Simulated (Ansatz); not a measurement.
# Chalcopyrite CuInS2

Method: PBEsol (Ansatz, an electronic-structure program, PAW).

Settings: plane-wave cutoff 520 eV, 10×10×10 k mesh, Fermi–Dirac smearing 0.01 eV, no spin polarisation, scalar-relativistic PAW data made under PBE.

Cell (relaxed at this level):

```cif
data_Cu2In2S4
_chemical_formula_sum 'In2 Cu2 S4'
_space_group_name_H-M_alt 'P 1'
_space_group_IT_number 1
_cell_length_a 6.74682
_cell_length_b 6.74682
_cell_length_c 6.74682
_cell_angle_alpha 132.051
_cell_angle_beta 132.051
_cell_angle_gamma 70.149
loop_
_space_group_symop_operation_xyz
  'x, y, z'
loop_
_atom_site_label
_atom_site_type_symbol
_atom_site_fract_x
_atom_site_fract_y
_atom_site_fract_z
_atom_site_occupancy
In1 In 0.50000 0.50000 0.00000 1
In2 In 0.25000 0.75000 0.50000 1
Cu1 Cu 0.00000 0.00000 0.00000 1
Cu2 Cu 0.75000 0.25000 0.50000 1
S1 S 0.87500 0.90793 0.53293 1
S2 S 0.09207 0.62500 0.96707 1
S3 S 0.37500 0.34207 0.46707 1
S4 S 0.65793 0.12500 0.03293 1
```

bulk modulus B0: 76.1 GPa
band gap: none
pressure derivative B′ of the bulk modulus: 4.9

Measured, for comparison: band gap 1.55 eV (temperature not stated, no zero-point or thermal correction, direct or pseudo-direct at Γ; as tabulated in Ghosh et al. (2024), arXiv:2401.16805).

Note: the gap of the solid is closed in this run; this level leaves the solid without a gap, although one is measured; the bulk modulus comes from volumes at which shape and atoms were relaxed.

Spin–orbit coupling is not included; it can open a gap where bands touch, and shift volumes and moduli.

The computed numbers hold no vibrational or temperature effects.

Computing time: around 21 core-minutes (rough).
